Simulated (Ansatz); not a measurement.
CsCl (CsCl type, space group No. 221), a = 3.9694 Å, b = 3.9694 Å, c = 3.9694 Å, α = 90.00°, β = 90.00°, γ = 90.00°.

Relaxed with LDA.

### Question
Decompose the optical modes at the zone centre into irreducible representations, and say which are infrared and Raman allowed.

### Answer
Point group m-3m: Γ_opt = T1u. Infrared: T1u. Raman: none.

### Question
Assign frequencies (DFPT, LDA (plane waves, PAW; program Ansatz); without the LO–TO term).

### Answer
T1u 111 cm⁻¹.

Space group Pm-3m (CsCl type). Symmetry was held in the LDA relaxation. Scalar-relativistic: spin–orbit coupling is off unless named, which matters more the heavier the elements.

Potentials: the earlier of the program's two PAW sets. The files were generated under PBE; for other functionals the program regenerates the frozen cores, and for LDA and PBEsol the local potential too.
